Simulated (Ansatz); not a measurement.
# SrTiO3: the cost of one run

Method: DFT PBEsol, scalar-relativistic, plane waves, PAW, in Ansatz 0.2.0.

6 further runs of the same task are left out: 1 for a known fault of the program, 5 set aside as unsound or not needed. Runs told in other sessions of the task aren't counted.

## (1) The starting structure

It takes space group Pm-3m (No. 221, cubic). Conventional cell: a = 3.905 Å, b = 3.905 Å, c = 3.905 Å, α = 90.00°, β = 90.00°, γ = 90.00°. Sr (site symmetry m-3m) is surrounded by 12 O at 2.76 Å. Ti (site symmetry m-3m) is surrounded by 6 O at 1.95 Å. O (site symmetry 4/mmm) is surrounded by 2 Ti at 1.95 Å and 4 Sr at 2.76 Å.

As a file:

```
Sr Ti O
1.0
     3.90500    0.00000    0.00000
     0.00000    3.90500    0.00000
     0.00000    0.00000    3.90500
Sr Ti O
1 1 3
Direct
  0.00000 0.00000 0.00000
  0.50000 0.50000 0.50000
  0.00000 0.50000 0.50000
  0.50000 0.00000 0.50000
  0.50000 0.50000 0.00000
```

The structure comes from the Crystallography Open Database.

## (6) Plan of the scan

The energy is mapped over two normal modes frozen in (zone-centre modes of the cell shown).

First coordinate, amplitude of mode 1 (77i cm⁻¹), largest displacement: 9 values from −0.124 Å. Second coordinate, amplitude of mode 7 (156 cm⁻¹), largest displacement: 9 values from −0.299 Å.

Nothing else is relaxed (the cell and all other modes fixed). Energies count from the relaxed high-symmetry cell. Points are written as (first, second).

The patterns, per unit of each coordinate (Å):

```tsv
atom	x1	y1	z1	x2	y2	z2
Sr1	-0.227	0.000	0.000	-0.697	0.000	0.000
Ti2	-0.559	0.000	0.000	1.000	0.000	0.000
O3	0.914	0.000	0.000	0.202	0.000	0.000
O4	1.000	0.000	0.000	0.312	0.000	0.000
O5	1.000	0.000	0.000	0.312	0.000	0.000
```

(The set-up runs are not shown.)

## (7) Point (−0.062 Å, 0.299 Å)

Contents of input.yaml:

```yaml
crystal:
  lattice:
    - [3.89138154, 0.0, 0.0]
    - [0.0, 3.89138154, 0.0]
    - [0.0, 0.0, 3.89138154]
  atoms:
    - { symbol: Sr, position: [-0.0499517116, 0.0, 0.0] }
    - { symbol: Ti, position: [0.5857467728, 0.5, 0.5] }
    - { symbol: O, position: [0.0009649874, 0.5, 0.5] }
    - { symbol: O, position: [0.5080282943, 0.0, 0.5] }
    - { symbol: O, position: [0.5080282943, 0.5, 0.0] }
basis:
  ecutwfc: 520.0
kpoints:
  mp_grid: { grid: [8, 8, 8] }
hamiltonian:
  xc: pbesol
  pseudopotentials: { kind: paw, azcp: { folder: soft_1 } }
scf:
  occupations: { method: gaussian, width: 0.05 }
output:
  forces: true
  stress: true
  eigenvalues: true
```

On the command line:

```console
$ ansatz run input.yaml --threads 2 --pin off --max-ram 4096MiB --backend cpu --events-out ev --progress --plain --runs-dir out
```

**Question.** How long does this run take on 2 threads of Arm Neoverse N1, shared host, and how much memory does it need?

About 15 s, with a peak of 0.39 GiB.
